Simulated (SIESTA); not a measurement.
## ZrN in SIESTA: the effect of functional

The system is ZrN.

```
Zr N
1.0
     0.00000    2.30000    2.30000
     2.30000    0.00000    2.30000
     2.30000    2.30000    0.00000
Zr N
1 1
Direct
  0.50000 0.50000 0.50000
  0.00000 0.00000 0.00000
```

Alike in all runs:

```yaml
Program: SIESTA 5.4.2
Task: single point
Basis: DZP (energy shift 0.003 Ry; two zetas on semicore shells)
Grid_cutoff: 800 Ry
Energy_shift: 0.003 Ry
k_mesh: 10 × 10 × 10
Occupations: fermi-dirac, width 0.05 eV
Spin: no spin polarisation
```

```csv
functional,potentials or basis,pressure (GPa)
LDA,PseudoDojo 0.4 standard (LDA files),-8.8
PBEsol,PseudoDojo 0.4 standard (PBEsol files),-4.1
AM05,PseudoDojo 0.4 standard (PBEsol files),-4.6
WC,PseudoDojo 0.4 standard (PBEsol files),-3.2
PW91,PseudoDojo 0.4 standard (PBE files),2.8
revPBE,PseudoDojo 0.4 standard (PBE files),?
RPBE,PseudoDojo 0.4 standard (PBE files),6.0
BLYP,PseudoDojo 0.4 standard (PBE files),11.7
```

Problem. What does the run with functional revPBE give?

Solution. Pressure 5.1 GPa.

Caveats: the basis of atomic orbitals isn't converged, which shifts pressures, moduli and gaps; the potentials were made for another functional, which shifts forces and pressure (some runs).

Runs at the PBE level aren't shown here.
